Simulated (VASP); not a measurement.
Wanted: the native input for a VASP 6.6.1 run.

```yaml
Task: relaxation of cell and atoms
Functional: PBE
Dispersion: D3(BJ)
Potentials_or_basis: VASP PAW PBE potentials, release 64 (Si)
Cutoff: 600 eV
k_mesh: 18 × 18 × 10
Occupations: fermi-dirac, width 0.15 eV
Spin: no spin polarisation
Dipole_correction: no
Further_INCAR_settings: ALGO = Fast; EDIFF = 1e-06; IBRION = 2; EDIFFG = -0.001; NSW = 80; ISIF = 3
```

The structure of Si lies in POSCAR:

```
Si
1.0
    2.6369973692      0.0000000000      0.0000000000
   -1.3184986846      2.2837067114      0.0000000000
    0.0000000000      0.0000000000      4.5089914113
Si
2
Direct
    0.3333333333      0.6666666667      0.2500000000
    0.6666666667      0.3333333333      0.7500000000
```

This isn't the form of Si at room conditions, which is diamond.

The cell isn't the ideal one: cell and atoms relaxed tightly for response.

These files were run (other wordings do the same):

INCAR

```
  ALGO = Fast
  EDIFF = 1E-6
  EDIFFG = -0.001
  ENCUT = 600
  GGA = PE
  IBRION = 2
  ISIF = 3
  ISMEAR = -1
  IVDW = 12
  LASPH = True
  LCHARG = False
  LREAL = False
  LWAVE = False
  NELM = 100
  NSW = 80
  PREC = Accurate
  SIGMA = 0.15
```

KPOINTS

```
k-points
0
Gamma
  18 18 10
```

Potentials or basis: VASP PAW PBE potentials, release 64 (Si).

Launch:

```console
$ cat potpaw_PBE.64/Si/POTCAR > POTCAR
$ mpirun -np 1 vasp_std > vasp.out
```

Results of the run:

The relaxed volume is 13.57 Å³/atom, the relaxed cell is a = 2.644 Å, b = 2.644 Å, c = 4.483 Å, α = 90.00°, β = 90.00°, γ = 120.00° and the space group after relaxing (to 0.05 Å) is P6_3/mmc (No. 194). The energy gained by relaxing is 0.2 meV/atom, the ionic steps are 5 and the pressure after relaxing is 0.0 GPa. The band gap on the k mesh is none (metal or under the smearing width) and the dispersion energy per atom is -0.458 eV.

Caveat: pairwise dispersion overbinds metals, which lowers pressure and volume.

Run time: 37 s on 1 thread of Intel(R) Xeon(R) 6975P-C (Granite Rapids) (shared host), peak memory 0.19 GiB.
